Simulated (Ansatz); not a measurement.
# NaH: how the settings move a single-point run

Question: which choices in the input matter for NaH?

Program: Ansatz 0.2.0. Level of theory: reference: DFT, PBE, all-electron LAPW, scalar-relativistic. These are calculated values, not measurements.

**1. The starting structure**

It takes space group I4/mmm (No. 139, tetragonal). The conventional cell has a = 3.502 Å, b = 3.502 Å, c = 4.880 Å, α = 90.00°, β = 90.00°, γ = 90.00°. Na (site symmetry 4/mmm) is surrounded by 6 H at 2.44 to 2.48 Å. H (site symmetry 4/mmm) has 6 Na at 2.44 to 2.48 Å as nearest neighbours.

Coordinates:

```
Na H
1.0
     0.00000    2.47660    2.44000
     2.47660    0.00000    2.44000
     2.47660    2.47660    0.00000
Na H
1 1
Direct
  0.00000 0.00000 0.00000
  0.50000 0.50000 0.50000
```

**2. Reference**

Input file input.yaml:

```yaml
crystal:
  lattice:
    - [0.0, 2.4766, 2.44]
    - [2.4766, 0.0, 2.44]
    - [2.4766, 2.4766, 0.0]
  atoms:
    - { symbol: Na, position: [0.0, 0.0, 0.0] }
    - { symbol: H, position: [0.5, 0.5, 0.5] }
kpoints:
  mp_grid: { grid: [9, 9, 9] }
scf:
  occupations: { method: fermi_dirac, width: 0.03 }
hamiltonian:
  xc: pbe
  pseudopotentials: { kind: all_electron, lapw: { basis_error: 0.001 } }
output:
  forces: true
  stress: true
  eigenvalues: true
```

Run with:

```console
$ ansatz run input.yaml --threads 1 --pin off --max-ram 2048MiB --backend cpu --events-out ev --progress --plain --runs-dir out
```

**3. Changing settings: n_extra_bands 1, accuracy medium**

Changes to input.yaml since step 2:

```diff
@@ -12,2 +12,3 @@
   occupations: { method: fermi_dirac, width: 0.03 }
+  n_extra_bands: 1
 hamiltonian:
@@ -19 +20,2 @@
   eigenvalues: true
+accuracy: medium
```

Before running it: what results should come out? Wanted: for each run, ending; energy change; pressure; gap; force.

The runs gave:

| run | ending | energy change | pressure (GPa) | gap (eV) | force (eV/Å) | cycles | time |
| --- | --- | --- | --- | --- | --- | --- | --- |
| reference | converged | 0 | -1.2 | 3.93 | 0.00 | 6 | 3.2 s |
| 1: n_extra_bands 1, accuracy medium | converged | 0.0 meV/atom | -1.2 | 3.93 | 0.00 | 6 | 2.7 s |

Residual by cycle in the longest SCF loop of each run; runs are numbered as in the table. The quantity is the density residual dr2, in eV.

| cycle | reference | run 1 |
| --- | --- | --- |
| 1 | 0.72 | 0.72 |
| 2 | 0.0576 | 0.0576 |
| 3 | 8.1e-4 | 8.2e-4 |
| 4 | 7.9e-5 | 7.7e-5 |
| 5 | 1.2e-6 | 1.3e-6 |
| 6 | 5.0e-9 | 5.8e-9 |

**Reading.** The changed input (band count and accuracy level) leaves the energy the same to the digits printed.

These are semilocal Kohn-Sham gaps, which aren't the measured quantity. Such gaps usually fall short of the measured ones.
